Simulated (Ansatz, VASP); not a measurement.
# Two plane-wave programs on Hf

Contents of INCAR:

```
SYSTEM = Hf
ALGO = Fast
EDIFF = 1E-6
EDIFFG = -0.005
ENCUT = 600
GGA = PS
IBRION = 2
ISIF = 3
ISMEAR = 0
LASPH = .TRUE.
LCHARG = .FALSE.
LREAL = .FALSE.
LWAVE = .FALSE.
NELM = 60
NSW = 100
PREC = Accurate
SIGMA = 0.1
```

File KPOINTS:

```
k-points
0
G
  12 12 14
  0 0 0
```

The input POSCAR:

```
Hf
1.0
    4.9623295440      0.0000000000      0.0000000000
   -2.4811647720      4.2975034470      0.0000000000
    0.0000000000      0.0000000000      3.0862322500
Hf
3
Direct
    0.6666666700      0.3333333300      0.5000000000
    0.3333333300      0.6666666700      0.5000000000
    0.0000000000      0.0000000000      0.0000000000
```

Input for Ansatz:

```yaml
crystal:
  lattice:
    - [4.962329544, 0.0, 0.0]
    - [-2.481164772, 4.297503447, 0.0]
    - [0.0, 0.0, 3.08623225]
  atoms:
    - { symbol: Hf, position: [0.66666667, 0.33333333, 0.5] }
    - { symbol: Hf, position: [0.33333333, 0.66666667, 0.5] }
    - { symbol: Hf, position: [0.0, 0.0, 0.0] }
basis:
  ecutwfc: 420
kpoints:
  mp_grid: { grid: [12, 12, 14] }
hamiltonian:
  xc: pbesol
scf:
  occupations: { method: gaussian, width: 0.1 }
output:
  forces: true
  stress: true
  eigenvalues: true
relax:
  adjacent_minimum: "off"
  f_tol: 0.005
  max_steps: 80
  cell: { stress_tol: 0.05 }
```

This isn't the form of Hf at room conditions, which is hcp.

Alike in both runs: task relaxation of cell and atoms; functional PBEsol; k mesh 12 × 12 × 14; occupations gaussian, width 0.1 eV; no spin polarisation.

```csv
,VASP,Ansatz
version,VASP 6.6.1,Ansatz 0.2.0
potentials or method,"VASP PAW PBE potentials, release 64 (Hf_pv)","scalar-relativistic, plane waves, PAW"
plane-wave cutoff (eV),600,420
valence electrons in the cell,30,78
```

|  | VASP | Ansatz | Ansatz less VASP |
| --- | --- | --- | --- |
| gap on the k mesh at the Fermi level, each at its own relaxed structure (eV) | none | none | - |
| relaxed volume (Å³/atom) | 21.32 | 21.38 | +0.061 |
| relaxed cell length with the largest relative difference (Å) | 4.913 | 4.919 | +0.0060 |
| energy change over the relaxation (meV/atom) | -6 | -5 | +1.4 |

A gap of «none» marks a metal or a gap that the smearing closes. The two sets of potentials don't hold the same shells in valence.

Caveats: the PAW data sets were made with another functional, which shifts forces and pressure a little (VASP). The runs have no spin-orbit coupling, so splittings on Hf are missing.
